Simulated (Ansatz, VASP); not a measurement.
## LiF (Griceite): VASP beside Ansatz

File INCAR:

```
  PREC = Accurate
  ENCUT = 520
  EDIFF = 1E-7
  ISMEAR = -1
  SIGMA = 0.05
  LREAL = F
  LASPH = T
  NELM = 80
  ALGO = Normal
  ISIF = 2
  LWAVE = F
  LCHARG = F
  GGA = PS
  NBANDS = 12
```

Contents of KPOINTS:

```
Automatic mesh
0
Gamma
  11 11 11
```

Contents of POSCAR:

```
LiF
1.0
    0.0000000000      2.0004828142      2.0004828142
    2.0004828142      0.0000000000      2.0004828142
    2.0004828142      2.0004828142      0.0000000000
F Li
1 1
Direct
    0.5000000000      0.5000000000      0.5000000000
    0.0000000000      0.0000000000      0.0000000000
```

Contents of input.yaml:

```yaml
crystal:
  lattice:
    - [0.0, 2.0004828142, 2.0004828142]
    - [2.0004828142, 0.0, 2.0004828142]
    - [2.0004828142, 2.0004828142, 0.0]
  atoms:
    - { symbol: F, position: [0.5, 0.5, 0.5] }
    - { symbol: Li, position: [0.0, 0.0, 0.0] }
hamiltonian:
  xc: pbesol
  pseudopotentials: { kind: paw }
kpoints:
  mp_grid: { grid: [11, 11, 11] }
scf:
  occupations: { method: fermi_dirac, width: 0.05 }
output:
  forces: true
  stress: true
  eigenvalues: true
```

Change from the starting cell: volume scaled by 0.98.

Alike in both runs: task single point; functional PBEsol; k mesh 11 × 11 × 11; occupations fermi-dirac, width 0.05 eV; no spin polarisation.

|  | VASP | Ansatz |
| --- | --- | --- |
| version | VASP 6.6.1 | Ansatz 0.2.0 |
| potentials or method | VASP PAW PBE potentials, release 64 (F, Li_sv) | Ansatz PAW |
| plane-wave cutoff (eV) | 520 | 420 |
| valence electrons in the cell | 10 | 10 |

|  | VASP | Ansatz | Ansatz less VASP |
| --- | --- | --- | --- |
| gap on the k mesh at the Fermi level (eV) | 9.10 | 9.10 | -0.006 |
| least direct gap on the mesh (eV) | 9.10 | 9.10 | -0.006 |

Caveats: an odd mesh through Γ misses points on the zone boundary, where band edges often lie (VASP); odd divisions of the mesh miss points on the zone boundary, where band edges often lie, so the gap on the mesh can be too wide (Ansatz).
